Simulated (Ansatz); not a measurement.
TlBr at 8 GPa: from Born charge to LO–TO splitting and polaron coupling

Theory: DFT PBE+D3(BJ), scalar-relativistic, plane waves, PAW (Ansatz 0.2.0). Plane waves to 420 eV; Γ-centred k mesh 8×8×8; fixed occupations. No spin polarisation. Phonons by linear response, acoustic sum rule imposed.

The cell, relaxed at 8 GPa:
```
CELL_PARAMETERS angstrom
3.71493 0.00000 0.00000
0.00000 3.71493 0.00000
0.00000 0.00000 3.71493
ATOMIC_POSITIONS crystal
Tl 0.00000 0.00000 0.00000
Br 0.50000 0.50000 0.50000
```

Spin–orbit coupling is left out, which matters for heavy elements. The run warned that the force constants aren't converged on this k mesh, so the frequencies and all that is formed from them are rough.

Linear response gives ν_TO = 87.5 cm⁻¹, Born charges ±2.346 e (positive on Tl) and ε∞ = 7.871. The primitive cell holds 51.269 Å³, and the masses are 204.380 and 79.904 amu.

**Question.** Find ν_LO and the static dielectric constant.

**Answer.** The long-wave field adds a restoring force: ω_LO² − ω_TO² = Z*²e²/(ε_vac ε∞ μV). In these units ν_LO² − ν_TO² = 4.92064×10⁷ Z*²/(μ V ε∞) cm⁻², with μ = m₁m₂/(m₁ + m₂) = 57.445 amu: 11679 cm⁻². So ν_LO = √(87.5² + 11679) = 139.0 cm⁻¹, and the run gives 139.0. Lyddane–Sachs–Teller then gives ε0 = ε∞ (ν_LO/ν_TO)² = 19.89, against 19.88 in the run (it forms both from the same three quantities, so the match checks the arithmetic only). Between ν_TO and ν_LO the dielectric function is negative and an undamped crystal reflects fully: a reststrahlen band from 71.9 to 114.3 μm.

**Question.** What do the Clausius–Mossotti polarisability and the Szigeti charge come to?

**Answer.** With the Lorentz local field, α = (3V/4π)(ε∞ − 1)/(ε∞ + 2) = 8.52 Å³ for the pair, and e_S = 3Z*/(ε∞ + 2) = 0.71 e. The Born charge includes the electrons' response to the dipole's own local field, and e_S takes that enhancement out. The Lorentz field assumes point-like polarisable ions, a poor picture once ε∞ is this large, since the electron clouds then overlap or are shared, so both numbers are formal here.

**Question.** How strongly does a slow electron couple to the LO mode?

**Answer.** For one isotropic parabolic band, Fröhlich's constant is α_F = (1/ε∞ − 1/ε0) √(m* Ry/ħω_LO), with Ry = 13.606 eV, ħω_LO = 17.2 meV and m* in free-electron masses: α_F = 0.0768 × 28.09 × √m* = 2.16 √m*. The band mass isn't part of this run; for m* = 0.1, 0.3 and 1 it gives 0.68, 1.18, 2.16. In weak coupling the polaron lies α_F ħω_LO below the band edge (20 meV at m* = 0.3) with a mass m*(1 + α_F/6); past α_F of about 5 or 6 that expansion fails. A semilocal functional's ε∞ tends to be too large, which taken alone lowers α_F.

Cost: 1 run of about 1.1 core-minutes, on Arm Neoverse N1 (shared hosts).